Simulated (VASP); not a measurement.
Write the native input for VASP 6.6.1 that does the following.

```yaml
Task: relaxation of cell and atoms
Functional: PBE
Potentials_or_basis: VASP PAW PBE potentials, release 64 (Eu, S)
Cutoff: 600 eV
k_mesh: 8 × 8 × 8
Occupations: gaussian, width 0.02 eV
Spin: collinear spin, typed start
Starting_moments: "[7.55, 0.0] μB"
Hubbard_terms: Eu f U = 6.0 eV
Dipole_correction: no
Further_INCAR_settings: ALGO = Fast; EDIFF = 1e-06; IBRION = 2; EDIFFG = -0.005; NSW = 100; ISIF = 3
```

The structure of EuS lies in POSCAR:

```
EuS
1.0
    0.0000000000      2.9785018670      2.9785018670
    2.9785018670      0.0000000000      2.9785018670
    2.9785018670      2.9785018670      0.0000000000
Eu S
1 1
Direct
    0.5000000000      0.5000000000      0.5000000000
    0.0000000000      0.0000000000      0.0000000000
```

The cell was built by a generator and isn't the measured one.

One way to write it, as run:

INCAR

```
SYSTEM = EuS
PREC = Accurate
ENCUT = 600
EDIFF = 1E-6
ISMEAR = 0
SIGMA = 0.02
LREAL = .False.
LASPH = .True.
NELM = 150
ALGO = Fast
ISIF = 3
LWAVE = .False.
LCHARG = .False.
ISPIN = 2
MAGMOM = 7.55 0
LORBIT = 11
LMAXMIX = 6
LDAU = .True.
LDAUTYPE = 2
LDAUL = 3 -1
LDAUU = 6 0
LDAUJ = 0 0
LDAUPRINT = 1
GGA = PE
IBRION = 2
NSW = 100
EDIFFG = -0.005
```

KPOINTS

```
regular mesh
0
Gamma
  8 8 8
  0 0 0
```

Potentials or basis: VASP PAW PBE potentials, release 64 (Eu, S).

Launch:

```bash
$ cat potpaw_PBE.64/Eu/POTCAR potpaw_PBE.64/S/POTCAR > POTCAR
$ mpirun -np 1 vasp_std > vasp.out
```

It gave:

* Relaxed volume: 27.02 Å³/atom
* Relaxed cell: a = 4.244 Å, b = 4.244 Å, c = 4.244 Å, α = 60.00°, β = 60.00°, γ = 60.00°
* Space group after relaxing (to 0.05 Å): Fm-3m (No. 225)
* Energy gained by relaxing: 1.7 meV/atom
* Ionic steps: 7
* Pressure after relaxing: 0.0 GPa
* Band gap on the k mesh: 0.54 eV, indirect (least direct gap 0.80 eV)
* Net moment: 7.00 μB per cell
* Site moments: Eu +6.72; S -0.06 μB
* Valence electrons inside the program's atomic spheres: Eu 14.88; S 3.76

Caveat: spin-orbit coupling is left out, which moves the levels of the heavy elements; a cell with one magnetic atom can't hold antiferromagnetic order, which such compounds often take.

It took 6 min on 1 thread of Intel(R) Xeon(R) 6975P-C (Granite Rapids), on a shared host, peak memory 0.31 GiB.
